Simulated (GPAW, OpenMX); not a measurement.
This is a calculation of HfO2 for GPAW 26.7.0 (ASE script). Measurements of this composition are mostly on another form, of space group No. 14.

File run.py:

```python
from ase import Atoms
from ase.dft.bandgap import bandgap
from ase.io import write
from ase.units import GPa
from gpaw import GPAW, PW

atoms = Atoms(['Hf', 'O', 'O'],
              cell=[[0.0, 2.5575, 2.5575],
                    [2.5575, 0.0, 2.5575],
                    [2.5575, 2.5575, 0.0]],
              scaled_positions=[[0.0, 0.0, 0.0],
                                [0.75, 0.75, 0.75],
                                [0.25, 0.25, 0.25]],
              pbc=True)

calc = GPAW(mode=PW(800),
            xc='PBE',
            kpts={'size': (9, 9, 9), 'gamma': True},
            occupations={'name': 'fermi-dirac', 'width': 0.05},
            nbands=24,
            convergence={'density': 1e-05, 'energy': 1e-05},
            maxiter=150,
            txt='gpaw.txt')
atoms.calc = calc
energy = atoms.get_potential_energy()
forces = atoms.get_forces()
stress = atoms.get_stress()
calc.write('gs.gpw')
write('result.traj', atoms)
print(f'Energy: {energy:.6f} eV')
print('Forces (eV/A):')
print(forces.round(4))
print('Stress (GPa):', (stress / GPa).round(3))
print('Fermi level:', round(calc.get_fermi_level(), 4), 'eV')
print(f'Gap: {bandgap(calc)[0]:.4f} eV, direct: {bandgap(calc, direct=True)[0]:.4f} eV')
```

Potentials or basis: GPAW PAW data sets (gpaw-data 1.2.1), pw.

Run with:

```bash
$ OMP_NUM_THREADS=1 python run.py
```

Set up the same calculation for OpenMX 3.8.5. Potentials or basis there: OpenMX 2013 PBE set, Hf7.0-s3p2d2f1, O6.0-s2p2d1, grid cutoff 400 Ry.

As run (cutoffs and basis follow the program's own potentials, and thresholds, step limits or extra output files can differ):

HfO2.dat

```
System.CurrrentDirectory             ./
System.Name                          HfO2
DATA.PATH                            ./DFT_DATA13
level.of.stdout                      1
level.of.fileout                     0
Species.Number                       2
<Definition.of.Atomic.Species
  Hf  Hf7.0-s3p2d2f1         Hf_PBE13
  O   O6.0-s2p2d1            O_PBE13
Definition.of.Atomic.Species>

Atoms.Number                         3
Atoms.SpeciesAndCoordinates.Unit     FRAC
<Atoms.SpeciesAndCoordinates
    1  Hf    0.0000000000    0.0000000000    0.0000000000   6.000  6.000
    2  O     0.7500000000    0.7500000000    0.7500000000   3.000  3.000
    3  O     0.2500000000    0.2500000000    0.2500000000   3.000  3.000
Atoms.SpeciesAndCoordinates>

Atoms.UnitVectors.Unit               Ang
<Atoms.UnitVectors
     0.0000000000    2.5575000000    2.5575000000
     2.5575000000    0.0000000000    2.5575000000
     2.5575000000    2.5575000000    0.0000000000
Atoms.UnitVectors>

scf.XcType                           GGA-PBE
scf.SpinPolarization                 off
scf.ElectronicTemperature            580.226
scf.energycutoff                     400.0
scf.maxIter                          100
scf.EigenvalueSolver                 band
scf.Kgrid                            9 9 9
scf.Mixing.Type                      rmm-diisk
scf.Init.Mixing.Weight               0.05
scf.Min.Mixing.Weight                0.001
scf.Max.Mixing.Weight                0.3
scf.Mixing.History                   25
scf.Mixing.StartPulay                8
scf.criterion                        1.0e-8
scf.stress.tensor                    on
MD.Type                              nomd
```

Potentials or basis: OpenMX 2013 PBE set, Hf7.0-s3p2d2f1, O6.0-s2p2d1, grid cutoff 400 Ry.

Command:

```bash
$ openmx HfO2.dat -nt 1 > HfO2.std
```

Both were run:

|  | GPAW | OpenMX |
| --- | --- | --- |
| Pressure | -2.8 GPa | -6.5 GPa |

The two runs disagree by more than potentials and bases usually give (in gap, levels, pressure or energy); the cause wasn't traced.

Pressure is positive in compression.
